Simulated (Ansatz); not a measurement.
Starting cell, InN (zinc blende):

```yaml
crystal:
  lattice:
    - [0.00000, 4.99990, 4.99990]
    - [2.49995, 0.00000, 2.49995]
    - [2.49995, 2.49995, 0.00000]
  atoms:
    - { symbol: N, position: [0.37500, 0.75000, 0.75000] }
    - { symbol: N, position: [0.87500, 0.75000, 0.75000] }
    - { symbol: In, position: [0.00000, 0.00000, 0.00000] }
    - { symbol: In, position: [0.50000, 0.00000, 0.00000] }
```

The atoms are displaced by Q × the pattern below (from a DFPT mode at L = (0.5, 0.0, 0.0), largest move 1; Q in Å), at fixed cell. (q is in reciprocal vectors of the primitive cell; the cell shown is doubled to hold the pattern.)

```json
[
 {"atom": "N1", "x": "0.577", "y": "-0.577", "z": "-0.577"},
 {"atom": "N2", "x": "-0.577", "y": "0.577", "z": "0.577"},
 {"atom": "In3", "x": "-0.016", "y": "0.016", "z": "0.016"},
 {"atom": "In4", "x": "0.016", "y": "-0.016", "z": "-0.016"}
]
```

Level of theory: r2SCAN (plane waves to 500 eV, PAW, scalar-relativistic; Ansatz, an electronic-structure program). k mesh 11×11×11 (Γ-centred), Fermi-Dirac smearing 0.05 eV. E stands for the smeared free energy. With partly filled bands, energies and forces of such displacements shift with the k mesh and the smearing. At this level the bands of InN touch or barely overlap; measurements give the solid a gap. InN was relaxed with its symmetry unable to fall. The PAW data are Ansatz's earlier set. The zero of ΔE is the undisplaced structure.

```json
[
 {"Q (Å)": "-0.280", "ΔE (meV/cell)": "1454"},
 {"Q (Å)": "-0.187", "ΔE (meV/cell)": "624"},
 {"Q (Å)": "-0.093", "ΔE (meV/cell)": "153"},
 {"Q (Å)": "0.000", "ΔE (meV/cell)": "0"},
 {"Q (Å)": "0.093", "ΔE (meV/cell)": "153"},
 {"Q (Å)": "0.187", "ΔE (meV/cell)": "624"},
 {"Q (Å)": "0.280", "ΔE (meV/cell)": "1454"}
]
```

Question: Which DFPT wavenumber at L = (0.5, 0.0, 0.0) belongs to this mode?
(A) 228 cm⁻¹
(B) 579 cm⁻¹
(C) 484 cm⁻¹
(D) 82 cm⁻¹

Answer: B, 579 cm⁻¹. The curvature of the scan gives 580 cm⁻¹

(For displaced atoms, the force is minus the slope of the energy, and its curvature is a force constant, which sets phonon frequencies.)
